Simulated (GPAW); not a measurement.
Consider Na (C2/m).

```cif
data_structure
_symmetry_space_group_name_H-M 'P 1'
_symmetry_Int_Tables_number 1
_cell_length_a 3.6967
_cell_length_b 3.6967
_cell_length_c 9.6140
_cell_angle_alpha 101.279
_cell_angle_beta 101.279
_cell_angle_gamma 60.294
_cell_volume 111.16
loop_
_atom_site_label
_atom_site_type_symbol
_atom_site_fract_x
_atom_site_fract_y
_atom_site_fract_z
_atom_site_occupancy
Na1 Na 0.77758 0.77758 0.33332 1
Na2 Na 0.22242 0.22242 0.66668 1
Na3 Na 0.00000 0.00000 0.00000 1
```

Absorber: atom 3, with 4 Na at 3.70 Å, 2 Na at 3.71 Å and 6 Na at 3.78 Å (distorted cuboctahedral, site symmetry 2/m). Method: GPAW, LDA, excited-electron core hole (neutral cell), 12-atom cell with 7.4 Å between holes, 5×5×4 k points, dipole transitions, Gaussian full width 0.9 eV up to 4 eV, rising linearly to 3.5 eV at 25 eV.

This is not the structure that Na takes at ambient pressure and room temperature (bcc); it is a model or a phase of other conditions.

Q: Predict the near-edge structure at the Na K edge.

Main maxima up to 24 eV above the zero (height): 0.8 eV (1.14), 2.0 eV (1.23), 5.1 eV (1.15), 7.3 eV (1.38) and 11.7 eV (1.24). A K edge sees empty p states on the absorber. The total-energy difference is 1075.78 eV. One term is added: -11.92 eV, since the hole is spin-paired here and a spin-polarised one costs that much less in the free atom (computed apart). The photon energy is then 1063.86 eV. The tabulated edge of the element is 1070.8 eV. The functional leaves an error in such absolute values: in the free atom LDA prices this hole 5.9 eV below PBE (computed apart), and PBE is itself good to a few eV.

The Na K spectrum (energy from the lowest empty level; intensity scaled to a mean of 1 over the first 20 eV; polarised curves are means over the symmetry-equivalent atoms):

```
E (eV)  isotropic  ε ∥ x  ε ∥ z
  -2.0       0.00   0.00   0.00
  -1.4       0.00   0.00   0.00
  -0.8       0.01   0.01   0.01
  -0.2       0.26   0.26   0.28
   0.4       0.92   0.91   0.94
   1.0       1.12   1.16   1.06
   1.6       1.12   1.14   1.07
   2.2       1.21   1.29   1.08
   2.8       1.00   0.94   1.15
   3.4       0.97   0.95   1.00
   4.0       1.12   1.07   1.23
   4.6       1.11   1.05   1.22
   5.2       1.15   1.17   1.11
   5.8       1.09   1.13   1.00
   6.4       1.17   1.22   1.06
   7.0       1.35   1.41   1.23
   7.6       1.34   1.34   1.38
   8.2       1.19   1.11   1.37
   8.8       1.14   1.04   1.35
   9.4       1.16   1.09   1.29
  10.0       1.17   1.16   1.18
  10.6       1.18   1.21   1.12
  11.2       1.22   1.25   1.15
  11.8       1.24   1.28   1.17
  12.4       1.18   1.22   1.11
  13.0       1.08   1.12   1.03
  13.6       1.01   1.04   0.95
  14.2       0.97   1.01   0.89
  14.8       0.91   0.95   0.84
  15.4       0.84   0.86   0.80
  16.0       0.76   0.76   0.77
  16.6       0.70   0.69   0.73
  17.2       0.63   0.62   0.67
  17.8       0.57   0.56   0.60
  18.4       0.52   0.51   0.54
  19.0       0.48   0.47   0.49
  19.6       0.47   0.46   0.47
  20.2       0.48   0.48   0.48
  20.8       0.52   0.52   0.52
  21.4       0.58   0.57   0.59
  22.0       0.65   0.64   0.67
  22.6       0.72   0.70   0.74
  23.2       0.77   0.75   0.78
  23.8       0.79   0.78   0.81
  24.4       0.80   0.79   0.81
  25.0       0.79   0.79   0.80
  25.6       0.78   0.78   0.80
  26.2       0.77   0.76   0.80
  26.8       0.76   0.74   0.80
  27.4       0.74   0.71   0.79
  28.0       0.71   0.67   0.77
  28.6       0.67   0.64   0.74
  29.2       0.64   0.61   0.70
  29.8       0.61   0.59   0.64
  30.4       0.59   0.58   0.59
  31.0       0.57   0.58   0.54
  31.6       0.55   0.58   0.50
```

The crystal has 2 inequivalent Na sites and not all are shown here, while a measurement adds them all. The structure is a computed Materials Project entry and may be a hypothetical form.

[Banner, clock and machine lines of the logs are left out without a mark of their own.]

[Logs are printed without paths, hosts, clocks, repeated set-up lines and the standing remarks that a program may print on its own settings, such as how far it seeks lower states.]

[Hosts, paths, dates, database ids (printed as entryN), source tags and the programs' standing remarks are cut or masked in the printed files.]

[Lists of maxima count a maximum above −3 eV only where it reaches 4 % of the highest in the window and stands out from its surroundings by 2 % of it (1.5 % where it reaches 55 %); shoulders and weaker maxima are passed over, and of the rest the first, up to two pre-edge ones and the few strongest are named.]
